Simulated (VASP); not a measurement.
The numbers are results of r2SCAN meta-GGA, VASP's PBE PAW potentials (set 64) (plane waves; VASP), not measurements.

VASP ran on this input.

**POSCAR**
```
AlSb
1.0
  0.0000000000   3.0700000000   3.0700000000
  3.0700000000   0.0000000000   3.0700000000
  3.0700000000   3.0700000000   0.0000000000
Al Sb
1 1
Cart
  0.0000000000   0.0000000000   0.0000000000
  1.5350000000   1.5350000000   1.5350000000
```

### INCAR
```
ALGO = Normal
EDIFF = 1E-6
EDIFFG = -0.01
ENCUT = 520
IBRION = 2
ISIF = 3
ISMEAR = 0
LASPH = .True.
LCHARG = .False.
LMAXMIX = 4
LMIXTAU = .True.
LREAL = .False.
LWAVE = .False.
METAGGA = R2SCAN
NELM = 100
NSW = 60
PREC = Accurate
SIGMA = 0.05
SYSTEM = AlSb
```

### KPOINTS
```
Automatic mesh
0
Gamma
7 7 7
0 0 0
```

POTCAR, in this order: Al Sb (PBE.64 set). Program: vasp_std.

What VASP printed:

File OSZICAR:
```
       N       E                     dE             d eps       ncg     rms          rms(c)
DAV:   1    -0.889904530970E+01   -0.88990E+01   -0.27900E+03   320   0.743E+02
DAV:   2    -0.332234569728E+02   -0.24324E+02   -0.24187E+02   400   0.911E+01
DAV:   3    -0.338590559767E+02   -0.63560E+00   -0.63560E+00   408   0.182E+01
DAV:   4    -0.338631276858E+02   -0.40717E-02   -0.40717E-02   472   0.181E+00
DAV:   5    -0.338631565627E+02   -0.28877E-04   -0.28877E-04   408   0.123E-01    0.398E+00
DAV:   6    -0.329160932156E+02    0.94706E+00   -0.26042E-01   384   0.354E+00    0.267E+00
DAV:   7    -0.328795237769E+02    0.36569E-01   -0.21414E-01   336   0.297E+00    0.502E-01
DAV:   8    -0.329225761981E+02   -0.43052E-01   -0.11445E-01   320   0.265E+00    0.486E-01
DAV:   9    -0.329312156986E+02   -0.86395E-02   -0.13069E-02   328   0.903E-01    0.151E-01
DAV:  10    -0.329373056351E+02   -0.60899E-02   -0.97248E-03   320   0.939E-01    0.835E-02
DAV:  11    -0.329386348060E+02   -0.13292E-02   -0.20318E-03   328   0.444E-01    0.422E-02
DAV:  12    -0.329387547362E+02   -0.11993E-03   -0.27078E-04   320   0.164E-01    0.271E-02
DAV:  13    -0.329388340751E+02   -0.79339E-04   -0.13620E-04   352   0.113E-01    0.524E-03
DAV:  14    -0.329388434128E+02   -0.93377E-05   -0.16303E-05   344   0.464E-02    0.316E-03
DAV:  15    -0.329388439631E+02   -0.55031E-06   -0.31240E-07   272   0.512E-03
   1 F= -.32938844E+02 E0= -.32938844E+02  d E =-.329388E+02
       N       E                     dE             d eps       ncg     rms          rms(c)
DAV:   1    -0.329473874951E+02   -0.85441E-02   -0.26551E-01   376   0.281E+00    0.423E-01
DAV:   2    -0.329437641825E+02    0.36233E-02   -0.14449E-02   376   0.828E-01    0.265E-01
DAV:   3    -0.329421742738E+02    0.15899E-02   -0.55024E-03   320   0.440E-01    0.434E-02
DAV:   4    -0.329421824758E+02   -0.82020E-05   -0.40817E-04   368   0.155E-01    0.641E-02
DAV:   5    -0.329422002532E+02   -0.17777E-04   -0.73238E-05   352   0.883E-02    0.468E-02
DAV:   6    -0.329420133068E+02    0.18695E-03   -0.16002E-04   320   0.170E-01    0.649E-03
DAV:   7    -0.329421787221E+02   -0.16542E-03   -0.20377E-04   320   0.186E-01    0.383E-03
DAV:   8    -0.329422010773E+02   -0.22355E-04   -0.77255E-06   320   0.306E-02    0.413E-03
DAV:   9    -0.329422061852E+02   -0.51079E-05   -0.22245E-06   328   0.171E-02    0.134E-03
DAV:  10    -0.329422064592E+02   -0.27397E-06   -0.28162E-07   160   0.786E-03
   2 F= -.32942206E+02 E0= -.32942206E+02  d E =-.336250E-02
       N       E                     dE             d eps       ncg     rms          rms(c)
DAV:   1    -0.329440884753E+02   -0.18823E-02   -0.33018E-02   376   0.100E+00    0.150E-01
DAV:   2    -0.329436780037E+02    0.41047E-03   -0.16893E-03   376   0.286E-01    0.927E-02
DAV:   3    -0.329435053767E+02    0.17263E-03   -0.68564E-04   320   0.154E-01    0.153E-02
DAV:   4    -0.329435143182E+02   -0.89415E-05   -0.48608E-05   368   0.538E-02    0.230E-02
DAV:   5    -0.329435162381E+02   -0.19199E-05   -0.80108E-06   352   0.286E-02    0.169E-02
DAV:   6    -0.329434967236E+02    0.19514E-04   -0.16681E-05   320   0.553E-02    0.251E-03
DAV:   7    -0.329435138693E+02   -0.17146E-04   -0.22173E-05   320   0.615E-02    0.141E-03
DAV:   8    -0.329435163493E+02   -0.24800E-05   -0.94327E-07   288   0.107E-02    0.137E-03
DAV:   9    -0.329435165957E+02   -0.24640E-06   -0.25432E-07   160   0.587E-03
   3 F= -.32943517E+02 E0= -.32943517E+02  d E =-.467263E-02
```

**OUTCAR**
```
------------------------ aborting loop because EDIFF is reached ----------------------------------------
  FORCE on cell =-STRESS in cart. coord.  units (eV):
  Direction    XX          YY          ZZ          XY          YZ          ZX
  --------------------------------------------------------------------------------------
  Total        0.0057536      0.0057536      0.0057536      0.0000000      0.0000000     -0.0000000
  in kB        0.1559823      0.1559823      0.1559823      0.0000000      0.0000000     -0.0000000
  external PRESSURE =       0.1559823 kB  Pullay stress =       0.0000000 kB
  volume of cell :       59.10
      direct lattice vectors                 reciprocal lattice vectors
     0.000000000  3.091593714  3.091593714    -0.161728884  0.161728884  0.161728884
     3.091593714  0.000000000  3.091593714     0.161728884 -0.161728884  0.161728884
     3.091593714  3.091593714  0.000000000     0.161728884  0.161728884 -0.161728884
 POSITION                                       TOTAL-FORCE (eV/Angst)
 -----------------------------------------------------------------------------------
      0.00000      0.00000      0.00000        -0.000000     -0.000000     -0.000000
      1.54580      1.54580      1.54580         0.000000      0.000000      0.000000
 -----------------------------------------------------------------------------------
    total drift:                               -0.000003     -0.000003     -0.000003
  FREE ENERGIE OF THE ION-ELECTRON SYSTEM (eV)
  ---------------------------------------------------
  free  energy   TOTEN  =       -32.9435165957 eV

  energy  without entropy=      -32.9435165957  energy(sigma->0) =      -32.94351660

 reached required accuracy - stopping structural energy minimisation
```
(Selected blocks of OUTCAR.)

CONTCAR:
```
AlSb
   1.00000000000000
     0.0000000000000000    3.0915937141106382    3.0915937141106382
     3.0915937141106382    0.0000000000000000    3.0915937141106382
     3.0915937141106382    3.0915937141106382    0.0000000000000000
  Al              Sb
     1     1
Direct
     0.0000000000000000    0.0000000000000000    0.0000000000000000
     0.2500000000000000    0.2500000000000000    0.2500000000000000
```

Energy and stress use the plane-wave basis of the starting cell.

The compound is AlSb in the zinc blende structure. This run relaxes it. Symmetry was kept, so distortions that lower it aren't found.
